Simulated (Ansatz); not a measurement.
The compound is CrO2 (1T sheet).

The cell holds 3 atoms: 1 Cr and 2 O. Its edges and angles: a = 2.748 Å, b = 2.748 Å, c = 28.557 Å, α = 90.0°, β = 90.0°, γ = 120.0°. Vacuum lies along c.

```xyz
3
Lattice="0.0000 1.9431 1.9431 1.9431 -1.9431 0.0000 16.4876 16.4876 -16.4876" Properties=species:S:1:pos:R:3
Cr    5.3055    5.3055   -5.3055
O     7.2146    5.2715   -5.2715
O     5.3394    5.3394   -3.3964
```

The structure was relaxed with PBE. The structure was generated from a model, not taken from a measurement. The runs that relaxed it are not among those shown. The program's search for lower electronic states was switched off, so nothing shows that the state found is the lowest. PAW set soft_2, made with PBE.

A constrained-RPA run (Ansatz 0.2.0; non-magnetic PBE; Cr t2g, bands v1 to c2, 6×6×1 mesh, medium accuracy) builds 3 functions on bands 1.7 eV wide, with 2.0 electrons in the window. The bare on-site interaction is 16.8 eV and the bare J 0.57 eV.

Q: Estimate U, U′ and J.

On the Cr t2g shell, U = 3.97 eV (24 % of the bare value), U′ = 3.10 eV, J = 0.42 eV.

The parent state is non-magnetic and the interaction static (zero frequency); U depends on the window and the orbitals, so it belongs to this model alone.

[Paths, hosts, dates, memory and timing lines, banners, echoed tables and standing remarks are left out of the program output.]

[Logs are printed without paths, hosts, clocks, repeated set-up lines and the standing remarks that a program may print on its own settings, such as how far it seeks lower states.]

[Runs of the session that timed out or met a known fault of the program may be left out.]

[Hosts, paths, dates, database ids (printed as entryN), source tags and the programs' standing remarks are cut or masked in the printed files.]
